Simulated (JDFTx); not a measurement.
**KBr under changes of volume**

One of the cells (35.937 Å³/atom); the others are scaled copies at fixed shape and fractional positions:

```
Br K
1.0
     0.00000    3.30000    3.30000
     3.30000    0.00000    3.30000
     3.30000    3.30000    0.00000
Br K
1 1
Cartesian
  3.3000 3.3000 3.3000
  0.0000 0.0000 0.0000
```

```yaml
Program: JDFTx 1.7.0 (patched build)
Functional: LDA
Potentials_or_basis: PseudoDojo-SR-LDA-0.4.1-standard with smoothed tails
Cutoff: 980 eV
Density_cutoff: 7837 eV
k_mesh: 7 × 7 × 7
Occupations: fermi-dirac, width 0.05 eV
Spin: no spin polarisation
```

```csv
volume (Å³/atom),energy over the lowest point (meV/atom),pressure (GPa),gap on the mesh (eV)
33.781,0.00,-0.8,4.20
34.500,4.36,-1.1,4.14
35.218,10.07,-1.4,4.08
35.937,?,?,?
36.656,24.87,-1.9,3.98
37.374,33.68,-2.1,3.93
38.093,43.26,-2.2,3.89
```

Problem. What does the run at 35.937 Å³/atom give?

Solution. Energy over the lowest point 16.96 meV/atom; pressure -1.7 GPa; gap on the mesh 4.03 eV.

Worked out: A Birch-Murnaghan fit of order 3 (a polynomial in V^(-2/3)) to the other rows has no minimum within the range. It gives 16.96 meV/atom at 35.937 Å³/atom, against the run's 16.96, and -dE/dV = -1.7 GPa, against -1.7. A straight line through the other rows of the gap, of slope -2.59 eV per unit of ln V (its deformation potential), gives 4.03 eV, against the run's 4.03.

Caveats: an odd mesh through Γ misses points on the zone boundary, where band edges often lie (some runs).

Spin-orbit coupling on Br is left out.
